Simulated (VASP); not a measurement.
The system is CdSe (Cadmoselite).

```
Cd Se
1.0
     4.30000    0.00000    0.00000
    -2.15000    3.72391    0.00000
     0.00000    0.00000    7.02000
Cd Se
2 2
Cartesian
  2.1500 1.2413 3.5100
  0.0000 2.4826 0.0000
  2.1500 1.2413 6.2127
  0.0000 2.4826 2.7027
```

Base run:

```yaml
Program: VASP 6.6.1
Functional: PBEsol
Potentials_or_basis: VASP PAW PBE potentials, release 64 (Cd, Se)
Cutoff: 520 eV
k_mesh: 8 × 8 × 4
Occupations: gaussian, width 0.02 eV
Spin: no spin polarisation
```

Its results: band gap on the k mesh 0.58 eV, direct; pressure 0.5 GPa; largest force 0.274 eV/Å.

**Question.** The run is repeated on the same cell with these changes: functional from PBEsol to LDA; potentials or basis from VASP PAW PBE potentials, release 64 (Cd, Se) to VASP PAW LDA potentials, release 64 (Cd, Se). What comes out?

**Answer.** Band gap on the k mesh 0.46 eV, direct; pressure -1.4 GPa; largest force 0.265 eV/Å.

Caveats: the PAW data sets were made with another functional, which shifts forces and pressure a little (some runs).

Not every run made on this cell is shown here.
